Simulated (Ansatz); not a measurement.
Runs of Ansatz 0.2.0 on N. The structure is hexagonal, space group P6_3/mmc (No. 194). Conventional cell: a = 2.519 Å, b = 2.519 Å, c = 2.446 Å, α = 90.00°, β = 90.00°, γ = 120.00°. Around N (site symmetry -6m2) lie 6 N at 1.90 Å. The real solid is made of molecules; this cell is a model form.

| task | level | potentials or basis | spin | fixed moment (μB) | cell | k mesh | cutoff (eV) | smearing | other functionals evaluated on the density | basis error allowed | gap on the mesh (eV) | pressure (GPa) |
| --- | --- | --- | --- | --- | --- | --- | --- | --- | --- | --- | --- | --- |
| single point | PBE | all-electron LAPW, scalar-relativistic | off | - | as given | 12 × 12 × 11 | 346 | fermi-dirac 0.05 eV | - | 0.001 eV/atom | none | (a) |
| atomic charges | PBEsol+D3(BJ) | all-electron LAPW, scalar-relativistic | off | - | volume scaled by 0.8 | 12 × 12 × 11 | 399 | fermi-dirac 0.01 eV | - | 0.001 eV/atom | none | 66.1 |
| single point | PBE+D4 | all-electron LAPW, point nuclei | collinear, ferromagnetic start | 1.0 | as given | 12 × 12 × 11 | 346 | fermi-dirac 0.05 eV | revPBE, PBEsol, PBE | 0.001 eV/atom | - | 13.5 |
| single point | SVWN5 | all-electron LAPW, non-relativistic | non-collinear, ferrimagnetic start | - | as given | 9 × 9 × 8 | 375 | fermi-dirac 0.01 eV | - | 0.0005 eV/atom | none | -8.4 |

Question: Fill in the values left out.

Answer: (a) 10.0.

Caveats: pairwise dispersion overbinds metals, which lowers pressure and volume (some runs); the total moment is fixed, so each spin has its own Fermi level (some runs); the k mesh is thin for a metal, which can move the energy by tens of meV per atom (some runs); the starting moments weren't kept (some runs).

A gap of «none» marks a metal or a gap under the smearing width.
